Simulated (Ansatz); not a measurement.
# Direct or indirect: ZrSe2 sheet (P-3m1)

```
CELL_PARAMETERS angstrom
3.80095 0.00000 0.00000
-1.90048 3.29172 0.00000
0.00000 0.00000 18.16000
ATOMIC_POSITIONS crystal
Zr 0.33333 0.66667 0.50000
Se 0.00000 0.00000 0.58706
Se 0.66667 0.33333 0.41294
```

Method: Ansatz, PBE, independent particles, without spin-orbit coupling, line width 0.1 eV (Gaussian). The band structure gives a fundamental gap of 0.51 eV. The spectrum of vertical transitions near the edge:

| E (eV) | absorbance (%), E ∥ xy |
| --- | --- |
| 0.06 | 0.00 |
| 0.18 | 0.00 |
| 0.30 | 0.00 |
| 0.42 | 0.00 |
| 0.54 | 0.00 |
| 0.66 | 0.00 |
| 0.78 | 0.00 |
| 0.90 | 0.00 |
| 1.02 | 0.26 |
| 1.14 | 2.00 |
| 1.26 | 3.59 |
| 1.38 | 4.23 |
| 1.50 | 6.89 |
| 1.62 | 13.63 |
| 1.74 | 18.49 |
| 1.86 | 18.10 |
| 1.98 | 12.35 |
| 2.10 | 8.43 |
| 2.22 | 6.17 |
| 2.34 | 4.84 |

Is the gap direct or indirect, and about where do vertical transitions set in?

Indirect, by the band path, whose least direct gap is 1.13 eV. The curves fit this: they stay near zero above 0.51 eV and rise only from about 1.1 eV, though a forbidden direct transition would look alike. Lines are broadened by 0.1 eV, which spreads the edge, and phonons, which would give weak absorption from the fundamental gap up, are left out.

Note: cells built here by substitution need not match a known phase.

[Logs are printed without paths, hosts, clocks, repeated set-up lines and the standing remarks that a program may print on its own settings, such as how far it seeks lower states.]
